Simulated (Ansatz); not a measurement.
Reactions of C₂H₆O₂Si, SMILES `O=CC(O)[SiH3]`.

Calculated with Ansatz (gas phase, PBE0-D4/def2-TZVP geometries, no zero-point term in ΔE). CBS: MP2 limit from def2 TZ/QZ plus the TZ coupled-cluster correction, frozen cores. This one scheme is used for every species. DFT in def2-TZVPP. For Ge outer-core shells are correlated without core-valence functions, which leaves a few kJ/mol of doubt a bond. Scalar relativity is left out up to krypton. Each species was taken in one conformer, which may not be the lowest.

| reaction | PBE-D4 (kJ/mol) | PBE0-D4 (kJ/mol) |
| --- | --- | --- |
| `O=CC(O)[SiH3]` + `C[NH][Al]([CH3])[F]` → `C[NH][Al]([CH3])[SiH3]` + `O=CC(O)F` | 206 | 211 |
| `O=CC(O)[SiH3]` → `C=C(O)[SiH2]O` | -117 | -126 |
| `O=CC(O)[SiH3]` + `[OH][GeH2][O][SiH3]` → `[SiH3][O][GeH2][O][SiH3]` + `O=CCO` | -90 | -100 |
| `O=CC(O)[SiH3]` + `NC(N)=O` → `NC(=O)N[SiH3]` + `O=CCO` | -49 | -55 |
| `O=CC(O)[SiH3]` + `NCBCl` → `[SiH3]NCBCl` + `O=CCO` | -33 | -40 |
| `O=CC(O)[SiH3]` + `O[SiH3]` → `OC([SiH3])O[SiH3]` + `C=O` | 78 | 78 |
| `O=CC(O)[SiH3]` + `CCCCC(CC)CO` → `O=CC(O)[SiH2]O` + `CCCCC(C)CC` | -172 | -177 |
| `O=CC(O)[SiH3]` + `[F][AlH][SH]` → `[F][AlH][S][SiH3]` + `O=CCO` | -65 | -71 |
| `O=CC(O)[SiH3]` + `OBOCF` → `OB([SiH3])OCF` + `O=CCO` | 18 | 18 |
| `O=CC(O)[SiH3]` + CH₃OH → `COC(O)C=O` + SiH₄ | 35 | 31 |

**Question.** Give the CCSD(T)/CBS values in the same order. (An estimate is asked.)

**Answer.** Computed: 231, -143, -110, -64, -46, 74, -185, -70, 21, 27 kJ/mol.

Largest T1 diagnostic: 0.015, for `C=O`.
